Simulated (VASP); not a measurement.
# MgO (Periclase) (Fm-3m) in VASP: notebook

The runs below take MgO (Periclase) through relaxation of cell and atoms, with PBEsol, PBE.

Everything below comes from runs of VASP 6.6.1. Logs are shortened: lines on timing, memory, paths and dates and some standing lists are left out, and cuts for length are marked.

### Step 1. The crystal as given

Symmetry: Fm-3m, No. 225, cubic system. Conventional cell: a = 4.208 Å, b = 4.208 Å, c = 4.208 Å, α = 90.00°, β = 90.00°, γ = 90.00°. Mg (site symmetry m-3m) has 6 O at 2.10 Å as nearest neighbours. Around O (site symmetry m-3m) lie 6 Mg at 2.10 Å.

### Step 2. Relaxation of cell and atoms, PBEsol

Contents of INCAR:

```
  ALGO = Normal
  EDIFF = 1E-7
  EDIFFG = -0.005
  ENCUT = 600
  GGA = PS
  IBRION = 2
  ISIF = 3
  ISMEAR = 0
  LASPH = T
  LCHARG = F
  LREAL = F
  LWAVE = F
  NELM = 80
  NSW = 90
  PREC = Accurate
  SIGMA = 0.03
```

Contents of KPOINTS:

```
k-points
0
Gamma
  12 12 12
```

Contents of POSCAR:

```
MgO                                     
1.0
    0.0000000000      2.1039232588      2.1039232588
    2.1039232588     -0.0000000000      2.1039232588
    2.1039232588      2.1039232588      0.0000000000
  Mg              O             
     1     1
Direct
     0.0000000000000000    0.0000000000000000    0.0000000000000000
     0.5000000000000000    0.5000000000000000    0.5000000000000000
```

Potentials or basis: VASP PAW PBE potentials, release 64 (Mg, O).

Started as:

```console
$ cat potpaw_PBE.64/Mg/POTCAR potpaw_PBE.64/O/POTCAR > POTCAR
$ mpirun -np 1 vasp_std > vasp.out
```

OUTCAR:

```text
EDIFF = 1E-7
   EDIFFG = -0.005
   ENCUT = 600
   GGA = PS
   IBRION = 2
   ISIF = 3
   ISMEAR = 0
   LASPH = T
   LREAL = F
   NELM = 80
   NSW = 90
   PREC = Accurate

 ion  position               nearest neighbor table
   1  0.000  0.000  0.000-   2 2.10   2 2.10   2 2.10   2 2.10   2 2.10   2 2.10
   2  0.500  0.500  0.500-   1 2.10   1 2.10   1 2.10   1 2.10   1 2.10   1 2.10

  LATTYP: Found a face centered cubic cell.
 ALAT       =     4.2078465176

  Lattice vectors:

 A1 = (   0.0000000000,   2.1039232588,   2.1039232588)
 A2 = (   2.1039232588,   0.0000000000,   2.1039232588)
 A3 = (   2.1039232588,   2.1039232588,   0.0000000000)

Analysis of symmetry for initial positions (statically):
=====================================================================
 Subroutine PRICEL returns:
 Original cell was already a primitive cell.

 Routine SETGRP: Setting up the symmetry group for a
 face centered cubic supercell.

 Subroutine GETGRP returns: Found 48 space group operations
 (whereof 48 operations were pure point group operations)
 out of a pool of 48 trial point group operations.

The static configuration has the point symmetry O_h .

Analysis of symmetry for dynamics (positions and initial velocities):
=====================================================================
 Subroutine PRICEL returns:
 Original cell was already a primitive cell.

 Routine SETGRP: Setting up the symmetry group for a
 face centered cubic supercell.

 Subroutine GETGRP returns: Found 48 space group operations
 (whereof 48 operations were pure point group operations)
 out of a pool of 48 trial point group operations.

The dynamic configuration has the point symmetry O_h .

 Subroutine INISYM returns: Found 48 space group operations
 (whereof 48 operations are pure point group operations),
 and found     1 'primitive' translations

----------------------------------------------------------------------------------------

                                     Primitive cell

  volume of cell :      18.6260

  direct lattice vectors                    reciprocal lattice vectors
     0.000000000  2.103923259  2.103923259    -0.237651254  0.237651254  0.237651254
     2.103923259  0.000000000  2.103923259     0.237651254 -0.237651254  0.237651254
     2.103923259  2.103923259  0.000000000     0.237651254  0.237651254 -0.237651254

  length of vectors
     2.975396807  2.975396807  2.975396807     0.411624046  0.411624046  0.411624046

  position of ions in fractional coordinates (direct lattice)
     0.000000000  0.000000000  0.000000000
     0.500000000  0.500000000  0.500000000

  ion indices of the primitive-cell ions
   primitive index   ion index
                 1           1
                 2           2

----------------------------------------------------------------------------------------

 KPOINTS: k-points

Automatic generation of k-mesh.
 Grid dimensions read from file:
 generate k-points for:   12   12   12

 Generating k-lattice:

  Cartesian coordinates                     Fractional coordinates (reciprocal lattice)
    -0.019804271  0.019804271  0.019804271     0.083333333  0.000000000  0.000000000
     0.019804271 -0.019804271  0.019804271     0.000000000  0.083333333  0.000000000
     0.019804271  0.019804271 -0.019804271     0.000000000  0.000000000  0.083333333

  Length of vectors
     0.034302004  0.034302004  0.034302004

  Shift w.r.t. Gamma in fractional coordinates (k-lattice)
     0.000000000  0.000000000  0.000000000

 Subroutine IBZKPT returns following result:
 ===========================================

 Found     72 irreducible k-points:

 Following reciprocal coordinates:
            Coordinates               Weight
  0.000000  0.000000  0.000000      1.000000
  0.083333  0.000000  0.000000      8.000000
  0.166667  0.000000  0.000000      8.000000
  0.250000  0.000000  0.000000      8.000000
  0.333333  0.000000  0.000000      8.000000
  0.416667  0.000000  0.000000      8.000000
[... 16 lines left out ...]
  0.500000  0.166667  0.000000     24.000000
 -0.416667  0.166667  0.000000     24.000000
 [... further k-points ...]
   k-points           NKPTS =     72   k-points in BZ     NKDIM =     72   number of bands    NBANDS=      8
   number of dos      NEDOS =    301   number of ions     NIONS =      2
   total plane-waves  NPLWV =  13824
   dimension x,y,z NGX =    24 NGY =   24 NGZ =   24
   dimension x,y,z NGXF=    48 NGYF=   48 NGZF=   48
   ions per type =               1   1
   NGX,Y,Z   is equivalent  to a cutoff of  13.41, 13.41, 13.41 a.u.
   NGXF,Y,Z  is equivalent  to a cutoff of  26.82, 26.82, 26.82 a.u.
 SYSTEM =  unknown system
   PREC   = accura    normal or accurate (medium, high low for compatibility)
   ISTART =      0    job   : 0-new  1-cont  2-samecut
   ICHARG =      2    charge: 1-file 2-atom 10-const
   ISPIN  =      1    spin polarized calculation?
   LNONCOLLINEAR =      F non collinear calculations
   LSORBIT =      F    spin-orbit coupling
   LASPH  =      T    aspherical Exc in radial PAW
   ENCUT  =  600.0 eV  44.10 Ry    6.64 a.u.   5.94  5.94  5.94*2*pi/ulx,y,z
   NELM   =     80;   NELMIN=  2; NELMDL= -5     # of ELM steps
   EDIFF  = 0.1E-06   stopping-criterion for ELM
   LREAL  =      F    real-space projection
   EDIFFG = -.5E-02   stopping-criterion for IOM
   NSW    =     90    number of steps for IOM
   IBRION =      2    ionic relax: 0-MD 1-quasi-New 2-CG
   NFREE  =      1    steps in history (QN), initial steepest desc. (CG)
   ISIF   =      3    stress and relaxation
   ISYM   =      2    0-nonsym 1-usesym 2-fastsym
   POTIM  = 0.5000    time-step for ionic-motion
   TEBEG  =    0.0;   TEEND  =   0.0 temperature during run
   PSTRESS=    0.0 pullay stress
   NELECT =       8.0000    total number of electrons
   NUPDOWN=      -1.0000    fix difference up-down
   EMIN   =  10.00;   EMAX   =-10.00  energy-range for DOS
   EFERMI =   0.00;   METHOD = LEGACY
   ISMEAR =     0;   SIGMA  =   0.03  broadening in eV -4-tet -1-fermi 0-gaus
   EFERMI_NEDOS =   21; number of points for ismear=-14 and -15
   IALGO  =     38    algorithm
   IMIX   =      4    mixing-type and parameters
     AMIX     =   0.40;   BMIX     =  1.00
     AMIX_MAG =   1.60;   BMIX_MAG =  1.00
  volume/ion in A,a.u.               =       9.31        62.85
  Fermi-wavevector in a.u.,A,eV,Ry     =   1.235184  2.334159 20.758125  1.525679
  Thomas-Fermi vector in A             =   2.369844
   LORBIT       =      0    0 simple, 1 ext, 2 COOP (PROOUT), +10 PAW based schemes
   GGA     = PS    functional components
   LHFCALC =     F    Hartree Fock is set to
   AEXX    =    0.0000 exact exchange contribution
   IVDW    =     0    specifies the selected vdW correction
   LEPSILON=     F    determine dielectric tensor
   LRPA    =     F    only Hartree local field effects (RPA)
 conjugate gradient relaxation of ions
 non-spin polarized calculation
 Gauss-broadening in eV      SIGMA  =   0.03
  energy-cutoff  :      600.00
  volume of cell :       18.63
 maximum number of plane-waves:       636
   NGX = 11   NGY = 11   NGZ = 11

 number of electron       8.0000005 magnetization

 Free energy of the ion-electron system (eV)
  ---------------------------------------------------
  ext. energy  EPLUGINS =         0.00000000
  ---------------------------------------------------
  free energy    TOTEN  =       -12.51540727 eV

  energy without entropy =      -12.51540727  energy(sigma->0) =      -12.51540727

 E-fermi :   3.2760     XC(G=0): -11.3245

 val. band max:        3.0879487916   @ k =   0.0000   0.0000   0.0000
 cond. band min:       7.7527083328   @ k =   0.0000   0.0000   0.0000
 fundamental gap:      4.6647595412
 Fermi energy:         3.2760024742

 k-point     1 :       0.0000    0.0000    0.0000
  band No.  band energies     occupation
      1     -14.1327      2.00000
      2       3.0879      2.00000
      3       3.0879      2.00000
      4       3.0879      2.00000
      5       7.7527      0.00000
      6      18.7389      0.00000
      7      18.7389      0.00000
      8      18.7389      0.00000

 k-point     2 :       0.0833    0.0000    0.0000
  band No.  band energies     occupation
      1     -14.0571      2.00000
      2       2.6078      2.00000
      3       3.0394      2.00000
      4       3.0394      2.00000
      5       8.2128      0.00000
      6      17.7685      0.00000
      7      18.9111      0.00000
      8      18.9111      0.00000

 k-point     3 :       0.1667    0.0000    0.0000
  band No.  band energies     occupation
      1     -13.8430      2.00000
      2       1.5533      2.00000
      3       2.9099      2.00000
      4       2.9099      2.00000
      5       9.1804      0.00000
      6      16.3971      0.00000
      7      19.3196      0.00000
      8      19.3196      0.00000

 k-point     4 :       0.2500    0.0000    0.0000
  band No.  band energies     occupation
      1     -13.5302      2.00000
      2       0.3865      2.00000
      3       2.7401      2.00000
      4       2.7401      2.00000
      5      10.1047      0.00000
      6      15.5210      0.00000
      7      19.6156      0.00000
      8      19.6156      0.00000

 k-point     5 :       0.3333    0.0000    0.0000
  band No.  band energies     occupation
      1     -13.1890      2.00000
      2      -0.6407      2.00000
      3       2.5776      2.00000
      4       2.5776      2.00000
      5      10.6554      0.00000
      6      15.3007      0.00000
      7      19.5547      0.00000
      8      19.5547      0.00000
[... 177 lines left out ...]
 k-point    22 :       0.4167    0.1667    0.0000
  band No.  band energies     occupation
      1     -12.9470      2.00000
      2      -0.7341      2.00000
      3       1.8824      2.00000
      4       2.2557      2.00000
      5      11.7976      0.00000
      6      14.7098      0.00000
      7      17.6171      0.00000
      8      20.1108      0.00000

 k-point    23 :       0.5000    0.1667    0.0000
  band No.  band energies     occupation
      1     -12.7528      2.00000
      2      -1.1507      2.00000
      3       1.6174      2.00000
      4       2.2315      2.00000
      5      11.9605      0.00000
      6      15.2008      0.00000
      7      17.2455      0.00000
      8      19.9783      0.00000

 k-point    24 :      -0.4167    0.1667    0.0000
  band No.  band energies     occupation
      1     -12.7227      2.00000
      2      -1.1972      2.00000
      3       1.4767      2.00000
      4       2.2910      2.00000
      5      12.0183      0.00000
      6      15.3619      0.00000
      7      17.1948      0.00000
      8      19.9381      0.00000

 [... further k-points ...]

------------------------ aborting loop because EDIFF is reached ----------------------------------------

  FORCE on cell =-STRESS in cart. coord.  units (eV):
  Direction    XX          YY          ZZ          XY          YZ          ZX
  --------------------------------------------------------------------------------------
  -------------------------------------------------------------------------------------
  Total        0.0006217      0.0006217      0.0006217      0.0000000     -0.0000000     -0.0000000
  in kB        0.0534780      0.0534780      0.0534780      0.0000000     -0.0000000     -0.0000000
  external PRESSURE =       0.0534780 kB  Pullay stress =       0.0000000 kB

 VOLUME and BASIS-vectors are now :
 -----------------------------------------------------------------------------
  energy-cutoff  :      600.00
  volume of cell :       18.63
      direct lattice vectors                 reciprocal lattice vectors
     0.000000000  2.103923259  2.103923259    -0.237651254  0.237651254  0.237651254
     2.103923259  0.000000000  2.103923259     0.237651254 -0.237651254  0.237651254
     2.103923259  2.103923259  0.000000000     0.237651254  0.237651254 -0.237651254

 POSITION                                       TOTAL-FORCE (eV/Angst)
 -----------------------------------------------------------------------------------
      0.00000      0.00000      0.00000         0.000000      0.000000      0.000000
      2.10392      2.10392      2.10392        -0.000000     -0.000000      0.000000
 -----------------------------------------------------------------------------------
    total drift:                               -0.000000     -0.000000      0.000000

  FREE ENERGIE OF THE ION-ELECTRON SYSTEM (eV)
  ---------------------------------------------------
  free  energy   TOTEN  =       -12.5154072653 eV

  energy  without entropy=      -12.5154072653  energy(sigma->0) =      -12.51540727

 reached required accuracy - stopping structural energy minimisation
```

Wall time 4.3 s (1 thread of Intel Xeon 6975P-C (Granite Rapids), shared host); peak memory 0.14 GiB.

Results:

```
Free energy             : -12.5154 eV
Pressure after relaxing : 0.0 GPa
Band gap on the k mesh  : 4.66 eV, direct
```

Final structure:
```xyz
2
Lattice="0.0000 2.1039 2.1039 2.1039 0.0000 2.1039 2.1039 2.1039 0.0000" Properties=species:S:1:pos:R:3 pbc="T T T"
Mg    0.0000    0.0000    0.0000
O     2.1039    2.1039    2.1039
```

Levels at points of the mesh, in eV from the valence-band top:
| k point | band 2 | band 3 | band 4 | band 5 | band 6 | band 7 |
| --- | --- | --- | --- | --- | --- | --- |
| (0.00, 0.00, 0.00) | 0.00 | 0.00 | 0.00 | 4.66 | 15.65 | 15.65 |
| (0.50, 0.00, 0.00) | -4.69 | -0.67 | -0.67 | 7.77 | 12.54 | 16.21 |
| (0.50, 0.50, 0.00) | -4.16 | -1.37 | -1.37 | 8.93 | 9.91 | 13.00 |

Caveat: the relaxation stopped at its first step, so nothing moved; the PAW data sets were made with another functional, which shifts forces and pressure a little. PBEsol gaps usually lie below the measured ones, often by a third to a half.

### Step 3. Relaxation of cell and atoms, PBE

This run uses another cell than the first one, of 9.37 Å³/atom, 1.007 times its volume.

Contents of INCAR:

```
SYSTEM = MgO
  PREC = Accurate
  ENCUT = 600
  EDIFF = 1E-6
  ISMEAR = 0
  SIGMA = 0.03
  LREAL = .False.
  LASPH = .True.
  NELM = 80
  ALGO = Normal
  ISIF = 3
  LWAVE = .False.
  LCHARG = .False.
  GGA = PE
  IBRION = 2
  NSW = 90
  EDIFFG = -0.01
```

Contents of KPOINTS:

```
Automatic mesh
0
Gamma
  12 12 12
  0 0 0
```

Contents of POSCAR:

```
MgO
1.0
    0.0000000000      2.1085000000      2.1085000000
    2.1085000000      0.0000000000      2.1085000000
    2.1085000000      2.1085000000      0.0000000000
Mg O
1 1
Direct
    0.0000000000      0.0000000000      0.0000000000
    0.5000000000      0.5000000000      0.5000000000
```

Potentials or basis: VASP PAW PBE potentials, release 64 (Mg, O).

Started as:

```console
$ cat potpaw_PBE.64/Mg/POTCAR potpaw_PBE.64/O/POTCAR > POTCAR
$ mpirun -np 1 vasp_std > vasp.out
```

Run time: 11 s. Hardware: 1 thread of Intel Xeon 6975P-C (Granite Rapids), shared host; peak memory 0.14 GiB.

The run converged. Its results:

| Item | Value |
| --- | --- |
| Free energy | -11.9141 eV |
| Relaxed volume | 9.56 Å³/atom |
| Relaxed cell | a = 3.002 Å, b = 3.002 Å, c = 3.002 Å, α = 60.00°, β = 60.00°, γ = 60.00° |
| Space group after relaxing (to 0.05 Å) | Fm-3m (No. 225) |
| Energy gained by relaxing | 1.8 meV/atom |
| Ionic steps | 3 |
| Pressure after relaxing | 0.0 GPa |
| Band gap on the k mesh | 4.50 eV, direct |

The path:
```
step  energy change (eV)  largest force (eV/Å)  pressure (GPa)  volume (Å³)
   1              0.0000                0.0000            3.09        18.75
   2             -0.0032                0.0000           -0.93        19.24
   3             -0.0036                0.0000           -0.01        19.12
```

Final structure:
```
Mg O
1.0
     0.00000    2.12248    2.12248
     2.12248    0.00000    2.12248
     2.12248    2.12248    0.00000
Mg O
1 1
Direct
  0.00000 0.00000 0.00000
  0.50000 0.50000 0.50000
```

Levels at points of the mesh, in eV from the valence-band top:
| k point | band 1 | band 2 | band 3 | band 4 | band 5 | band 6 | band 7 | band 8 |
| --- | --- | --- | --- | --- | --- | --- | --- | --- |
| (0.00, 0.00, 0.00) | -17.14 | 0.00 | 0.00 | 0.00 | 4.50 | 15.67 | 15.67 | 15.67 |
| (0.50, 0.00, 0.00) | -15.92 | -4.51 | -0.63 | -0.63 | 7.75 | 12.34 | 16.07 | 16.07 |
| (0.50, 0.50, 0.00) | -15.67 | -3.99 | -1.32 | -1.32 | 9.09 | 9.72 | 12.85 | 18.62 |
